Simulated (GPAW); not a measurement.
Runs of GPAW 26.7.0 on Ti3Pt. It takes space group Pm-3n (No. 223, cubic). The conventional cell has a = 5.030 Å, b = 5.030 Å, c = 5.030 Å, α = 90.00°, β = 90.00°, γ = 90.00°. Around Pt (site symmetry m-3) lie 12 Ti at 2.81 Å. Ti (site symmetry -4m2) is surrounded by 2 Ti at 2.51 to 2.52 Å and 4 Pt at 2.81 Å. 

```csv
level,gap on the mesh (eV),pressure (GPa),relaxed volume (Å³/atom)
PBEsol+D3(BJ)+ATM,none,0.0,(b)
PBEsol,none,0.1,15.45
PBEsol+D4,none,0.0,(a)
PBEsol+D3,none,-0.1,14.81
PBEsol+D3(BJ),none,-0.1,14.84
```

Alike in all rows: task relaxation of cell and atoms; potentials or basis PAW data sets generated in the run's folder for this functional, pw; no spin polarisation; cell relaxed; k mesh 5 × 5 × 5; cutoff (eV) 600; smearing fermi-dirac 0.05 eV.

**Question.** Fill in the values left out.

**Answer.** (a) 15.29; (b) 14.99.

Caveats: later steps reuse the first step's grids; pairwise dispersion overbinds metals, which lowers pressure and volume (some runs).

A k mesh can miss the band edges, and the runs leave out spin-orbit coupling on Pt.

A gap of «none» marks a metal or a gap under the smearing width.
